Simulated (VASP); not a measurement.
# SnSe (Fm-3m) in VASP: further runs

One crystal, SnSe, is run at these levels: PBEsol, SCAN; tasks: relaxation of cell and atoms.

Program: VASP 6.6.1. These are calculated values, not measurements. Logs are shortened: lines on timing, memory, paths and dates and some standing lists are left out, and cuts for length are marked.

## 1. Starting point

It takes space group Fm-3m (No. 225, cubic). Conventional cell: a = 6.000 Å, b = 6.000 Å, c = 6.000 Å, α = 90.00°, β = 90.00°, γ = 90.00°. Se (site symmetry m-3m) is surrounded by 6 Sn at 3.00 Å. Around Sn (site symmetry m-3m) lie 6 Se at 3.00 Å.

The cell was built by a generator and needn't be a form met in nature.

## 2. Relaxation of cell and atoms, PBEsol

INCAR reads:

```
  ALGO = Normal
  EDIFF = 1E-6
  EDIFFG = -0.01
  ENCUT = 600
  GGA = PS
  IBRION = 2
  ISIF = 3
  ISMEAR = 0
  LASPH = True
  LCHARG = False
  LREAL = False
  LWAVE = False
  NELM = 60
  NSW = 60
  PREC = Accurate
  SIGMA = 0.03
```

KPOINTS reads:

```
k-points
0
Gamma
  10 10 10
```

POSCAR reads:

```
SnSe
1.0
    0.0000000000      3.0000000000      3.0000000000
    3.0000000000      0.0000000000      3.0000000000
    3.0000000000      3.0000000000      0.0000000000
Se Sn
1 1
Direct
    0.5000000000      0.5000000000      0.5000000000
    0.0000000000      0.0000000000      0.0000000000
```

Potentials or basis: VASP PAW PBE potentials, release 64 (Se, Sn_d).

On the command line:

```sh
$ cat potpaw_PBE.64/Se/POTCAR potpaw_PBE.64/Sn_d/POTCAR > POTCAR
$ mpirun -np 1 vasp_std > vasp.out
```

OUTCAR:

```text
EDIFF = 1E-6
   EDIFFG = -0.01
   ENCUT = 600
   GGA = PS
   IBRION = 2
   ISIF = 3
   ISMEAR = 0
   LASPH = True
   LREAL = False
   NELM = 60
   NSW = 60
   PREC = Accurate

 ion  position               nearest neighbor table
   1  0.500  0.500  0.500-   2 3.00   2 3.00   2 3.00   2 3.00   2 3.00   2 3.00
   2  0.000  0.000  0.000-   1 3.00   1 3.00   1 3.00   1 3.00   1 3.00   1 3.00

  LATTYP: Found a face centered cubic cell.
 ALAT       =     6.0000000000

  Lattice vectors:

 A1 = (   0.0000000000,   3.0000000000,   3.0000000000)
 A2 = (   3.0000000000,   0.0000000000,   3.0000000000)
 A3 = (   3.0000000000,   3.0000000000,   0.0000000000)

Analysis of symmetry for initial positions (statically):
=====================================================================
 Subroutine PRICEL returns:
 Original cell was already a primitive cell.

 Routine SETGRP: Setting up the symmetry group for a
 face centered cubic supercell.

 Subroutine GETGRP returns: Found 48 space group operations
 (whereof 48 operations were pure point group operations)
 out of a pool of 48 trial point group operations.

The static configuration has the point symmetry O_h .

Analysis of symmetry for dynamics (positions and initial velocities):
=====================================================================
 Subroutine PRICEL returns:
 Original cell was already a primitive cell.

 Routine SETGRP: Setting up the symmetry group for a
 face centered cubic supercell.

 Subroutine GETGRP returns: Found 48 space group operations
 (whereof 48 operations were pure point group operations)
 out of a pool of 48 trial point group operations.

The dynamic configuration has the point symmetry O_h .

 Subroutine INISYM returns: Found 48 space group operations
 (whereof 48 operations are pure point group operations),
 and found     1 'primitive' translations

----------------------------------------------------------------------------------------

                                     Primitive cell

  volume of cell :      54.0000

  direct lattice vectors                    reciprocal lattice vectors
     0.000000000  3.000000000  3.000000000    -0.166666667  0.166666667  0.166666667
     3.000000000  0.000000000  3.000000000     0.166666667 -0.166666667  0.166666667
     3.000000000  3.000000000  0.000000000     0.166666667  0.166666667 -0.166666667

  length of vectors
     4.242640687  4.242640687  4.242640687     0.288675135  0.288675135  0.288675135

  position of ions in fractional coordinates (direct lattice)
     0.500000000  0.500000000  0.500000000
     0.000000000  0.000000000  0.000000000

  ion indices of the primitive-cell ions
   primitive index   ion index
                 1           1
                 2           2

----------------------------------------------------------------------------------------

 KPOINTS: k-points

Automatic generation of k-mesh.
 Grid dimensions read from file:
 generate k-points for:   10   10   10

 Generating k-lattice:

  Cartesian coordinates                     Fractional coordinates (reciprocal lattice)
    -0.016666667  0.016666667  0.016666667     0.100000000  0.000000000  0.000000000
     0.016666667 -0.016666667  0.016666667     0.000000000  0.100000000  0.000000000
     0.016666667  0.016666667 -0.016666667     0.000000000  0.000000000  0.100000000

  Length of vectors
     0.028867513  0.028867513  0.028867513

  Shift w.r.t. Gamma in fractional coordinates (k-lattice)
     0.000000000  0.000000000  0.000000000

 Subroutine IBZKPT returns following result:
 ===========================================

 Found     47 irreducible k-points:

 Following reciprocal coordinates:
            Coordinates               Weight
  0.000000  0.000000  0.000000      1.000000
  0.100000  0.000000  0.000000      8.000000
  0.200000  0.000000  0.000000      8.000000
  0.300000  0.000000  0.000000      8.000000
  0.400000  0.000000  0.000000      8.000000
  0.500000  0.000000  0.000000      4.000000
[... 16 lines left out ...]
  0.300000  0.300000  0.000000      6.000000
  0.400000  0.300000  0.000000     24.000000
 [... further k-points ...]
   k-points           NKPTS =     47   k-points in BZ     NKDIM =     47   number of bands    NBANDS=     14
   number of dos      NEDOS =    301   number of ions     NIONS =      2
   total plane-waves  NPLWV =  46656
   dimension x,y,z NGX =    36 NGY =   36 NGZ =   36
   dimension x,y,z NGXF=    72 NGYF=   72 NGZF=   72
   ions per type =               1   1
   NGX,Y,Z   is equivalent  to a cutoff of  14.11, 14.11, 14.11 a.u.
   NGXF,Y,Z  is equivalent  to a cutoff of  28.21, 28.21, 28.21 a.u.
 SYSTEM =  unknown system
   PREC   = accura    normal or accurate (medium, high low for compatibility)
   ISTART =      0    job   : 0-new  1-cont  2-samecut
   ICHARG =      2    charge: 1-file 2-atom 10-const
   ISPIN  =      1    spin polarized calculation?
   LNONCOLLINEAR =      F non collinear calculations
   LSORBIT =      F    spin-orbit coupling
   LASPH  =      T    aspherical Exc in radial PAW
   ENCUT  =  600.0 eV  44.10 Ry    6.64 a.u.   8.47  8.47  8.47*2*pi/ulx,y,z
   NELM   =     60;   NELMIN=  2; NELMDL= -5     # of ELM steps
   EDIFF  = 0.1E-05   stopping-criterion for ELM
   LREAL  =      F    real-space projection
   EDIFFG = -.1E-01   stopping-criterion for IOM
   NSW    =     60    number of steps for IOM
   IBRION =      2    ionic relax: 0-MD 1-quasi-New 2-CG
   NFREE  =      1    steps in history (QN), initial steepest desc. (CG)
   ISIF   =      3    stress and relaxation
   ISYM   =      2    0-nonsym 1-usesym 2-fastsym
   POTIM  = 0.5000    time-step for ionic-motion
   TEBEG  =    0.0;   TEEND  =   0.0 temperature during run
   PSTRESS=    0.0 pullay stress
   NELECT =      20.0000    total number of electrons
   NUPDOWN=      -1.0000    fix difference up-down
   EMIN   =  10.00;   EMAX   =-10.00  energy-range for DOS
   EFERMI =   0.00;   METHOD = LEGACY
   ISMEAR =     0;   SIGMA  =   0.03  broadening in eV -4-tet -1-fermi 0-gaus
   EFERMI_NEDOS =   21; number of points for ismear=-14 and -15
   IALGO  =     38    algorithm
   IMIX   =      4    mixing-type and parameters
     AMIX     =   0.40;   BMIX     =  1.00
     AMIX_MAG =   1.60;   BMIX_MAG =  1.00
  volume/ion in A,a.u.               =      27.00       182.20
  Fermi-wavevector in a.u.,A,eV,Ry     =   1.175674  2.221702 18.806100  1.382209
  Thomas-Fermi vector in A             =   2.312051
   LORBIT       =      0    0 simple, 1 ext, 2 COOP (PROOUT), +10 PAW based schemes
   GGA     = PS    functional components
   LHFCALC =     F    Hartree Fock is set to
   AEXX    =    0.0000 exact exchange contribution
   IVDW    =     0    specifies the selected vdW correction
   LEPSILON=     F    determine dielectric tensor
   LRPA    =     F    only Hartree local field effects (RPA)
 conjugate gradient relaxation of ions
 non-spin polarized calculation
 Gauss-broadening in eV      SIGMA  =   0.03
  energy-cutoff  :      600.00
  volume of cell :       54.00
 maximum number of plane-waves:      1829
 NGX is ok and might be reduce to    36
   NGX = 17   NGY = 17   NGZ = 17

--------------------------------------- Ionic step        1  -------------------------------------------

 number of electron      19.9999999 magnetization

 Free energy of the ion-electron system (eV)
  ---------------------------------------------------
  ext. energy  EPLUGINS =         0.00000000
  ---------------------------------------------------
  free energy    TOTEN  =        -8.97285102 eV

  energy without entropy =       -8.97285102  energy(sigma->0) =       -8.97285102

------------------------ aborting loop because EDIFF is reached ----------------------------------------

  FORCE on cell =-STRESS in cart. coord.  units (eV):
  Direction    XX          YY          ZZ          XY          YZ          ZX
  --------------------------------------------------------------------------------------
  -------------------------------------------------------------------------------------
  Total       -0.4383563     -0.4383563     -0.4383563     -0.0000000     -0.0000000      0.0000000
  in kB      -13.0060104    -13.0060104    -13.0060104     -0.0000000     -0.0000000      0.0000000
  external PRESSURE =     -13.0060104 kB  Pullay stress =       0.0000000 kB
[... 57 lines left out ...]
  energy  without entropy=       -8.9776550597  energy(sigma->0) =       -8.97765506

--------------------------------------- Ionic step        3  -------------------------------------------

 number of electron      19.9999998 magnetization

 Free energy of the ion-electron system (eV)
  ---------------------------------------------------
  ext. energy  EPLUGINS =         0.00000000
  ---------------------------------------------------
  free energy    TOTEN  =        -8.97818698 eV

  energy without entropy =       -8.97818698  energy(sigma->0) =       -8.97818698

 E-fermi :   5.9558     XC(G=0):  -9.9302

 val. band max:        5.7938003999   @ k =  -0.2000   0.2000   0.0000
 cond. band min:       6.2707917986   @ k =  -0.4000   0.1000   0.0000
 fundamental gap:      0.4769913988
 Fermi energy:         5.9557506928

 k-point     1 :       0.0000    0.0000    0.0000
  band No.  band energies     occupation
      1     -15.6488      2.00000
      2     -15.6488      2.00000
      3     -15.6481      2.00000
      4     -15.6481      2.00000
      5     -15.6481      2.00000
      6      -8.2838      2.00000
      7       0.8351      2.00000
      8       3.5505      2.00000
      9       3.5505      2.00000
     10       3.5505      2.00000
     11      10.2441      0.00000
     12      10.2441      0.00000
     13      10.2441      0.00000
     14      11.5923      0.00000
[... 375 lines left out ...]
 k-point    24 :       0.4000    0.3000    0.0000
  band No.  band energies     occupation
      1     -15.6734      2.00000
      2     -15.6531      2.00000
      3     -15.6432      2.00000
      4     -15.6323      2.00000
      5     -15.6313      2.00000
      6      -7.2659      2.00000
      7      -1.0530      2.00000
      8       1.8969      2.00000
      9       2.3669      2.00000
     10       2.7642      2.00000
     11       9.1190      0.00000
     12       9.7692      0.00000
     13      10.4434      0.00000
     14      10.8480      0.00000

 [... further k-points ...]
[... 5 lines left out ...]
  --------------------------------------------------------------------------------------
  -------------------------------------------------------------------------------------
  Total        0.0024168      0.0024168      0.0024168     -0.0000000     -0.0000000      0.0000000
  in kB        0.0734733      0.0734733      0.0734733     -0.0000000     -0.0000000      0.0000000
  external PRESSURE =       0.0734733 kB  Pullay stress =       0.0000000 kB
[... 17 lines left out ...]
  FREE ENERGIE OF THE ION-ELECTRON SYSTEM (eV)
  ---------------------------------------------------
  free  energy   TOTEN  =        -8.9781869796 eV

  energy  without entropy=       -8.9781869796  energy(sigma->0) =       -8.97818698

 reached required accuracy - stopping structural energy minimisation
```

Run time: 56 s. Hardware: 1 thread of AMD EPYC 9R45 (Zen 5), shared host; peak memory 0.21 GiB.

Results:

| Quantity | Value |
| --- | --- |
| Free energy | -8.9782 eV |
| Relaxed volume | 26.35 Å³/atom |
| Relaxed cell | a = 4.208 Å, b = 4.208 Å, c = 4.208 Å, α = 60.00°, β = 60.00°, γ = 60.00° |
| Space group after relaxing (to 0.05 Å) | Fm-3m (No. 225) |
| Energy gained by relaxing | 2.7 meV/atom |
| Ionic steps | 3 |
| Pressure after relaxing | 0.0 GPa |
| Band gap on the k mesh | 0.48 eV, indirect (least direct gap 0.58 eV) |

The path:
```
step  energy change (eV)  largest force (eV/Å)  pressure (GPa)  volume (Å³)
   1              0.0000                0.0000           -1.30        54.00
   2             -0.0048                0.0000            0.41        52.31
   3             -0.0053                0.0000            0.01        52.70
```

Final structure:
```
Se Sn
1.0
     0.00000    2.97574    2.97574
     2.97574    0.00000    2.97574
     2.97574    2.97574    0.00000
Se Sn
1 1
Direct
  0.50000 0.50000 0.50000
  0.00000 0.00000 0.00000
```

Caveat: the PAW data sets were made with another functional, which shifts forces and pressure a little; spin-orbit coupling is left out, which moves the levels of the heavy elements.

## 3. Relaxation of cell and atoms, SCAN

INCAR reads:

```
SYSTEM = SnSe
PREC = Accurate
ENCUT = 600
EDIFF = 1E-7
ISMEAR = 0
SIGMA = 0.03
LREAL = .FALSE.
LASPH = .TRUE.
NELM = 100
ALGO = Normal
ISIF = 3
LWAVE = .FALSE.
LCHARG = .FALSE.
METAGGA = SCAN
LMIXTAU = .TRUE.
IBRION = 2
NSW = 40
EDIFFG = -0.005
```

KPOINTS reads:

```
regular mesh
0
G
  10 10 10
  0 0 0
```

POSCAR is that of step 2.

Potentials or basis: VASP PAW PBE potentials, release 64 (Se, Sn_d).

On the command line:

```sh
$ cat potpaw_PBE.64/Se/POTCAR potpaw_PBE.64/Sn_d/POTCAR > POTCAR
$ mpirun -np 1 vasp_std > vasp.out
```

Wall time 14 min (1 thread of Intel Xeon Platinum 8259CL at 2.50GHz (Skylake/Cascade Lake), shared host); peak memory 0.26 GiB.

The run converged. Its results:

```yaml
Free_energy: -56.6829 eV
Relaxed_volume: 27.24 Å³/atom
Relaxed_cell: a = 4.255 Å, b = 4.255 Å, c = 4.255 Å, α = 60.00°, β = 60.00°, γ = 60.00°
Space_group_after_relaxing_to_0.05_Å: Fm-3m (No. 225)
Energy_gained_by_relaxing: 0.2 meV/atom
Ionic_steps: 4
Pressure_after_relaxing: 0.0 GPa
Band_gap_on_the_k_mesh: 0.45 eV, direct
```

The path:
```
step  energy change (eV)  largest force (eV/Å)  pressure (GPa)  volume (Å³)
   1              0.0000                0.0000            0.45        54.00
   2             -0.0004                0.0000           -0.12        54.60
   3             -0.0005                0.0000            0.09        54.38
   4             -0.0005                0.0000            0.00        54.48
```

Final structure:
```yaml
crystal:
  lattice:
    - [0.00000, 3.00880, 3.00880]
    - [3.00880, 0.00000, 3.00880]
    - [3.00880, 3.00880, 0.00000]
  atoms:
    - { symbol: Se, position: [0.50000, 0.50000, 0.50000] }
    - { symbol: Sn, position: [0.00000, 0.00000, 0.00000] }
```

Levels at points of the mesh, in eV from the valence-band top:
| k point | band 7 | band 8 | band 9 | band 10 | band 11 | band 12 | band 13 | band 14 |
| --- | --- | --- | --- | --- | --- | --- | --- | --- |
| (0.00, 0.00, 0.00) | -5.43 | -2.56 | -2.56 | -2.56 | 4.27 | 4.27 | 4.27 | 6.24 |
| (0.50, 0.00, 0.00) | -8.66 | -2.25 | -2.25 | 0.00 | 0.45 | 1.09 | 1.09 | 8.70 |
| (0.50, 0.50, 0.00) | -6.55 | -5.87 | -4.03 | -4.03 | 3.30 | 5.39 | 5.39 | 6.13 |

Caveat: the PAW data sets were made with another functional, which shifts forces and pressure a little; spin-orbit coupling is left out, which moves the levels of the heavy elements. A k mesh can miss the band edges.
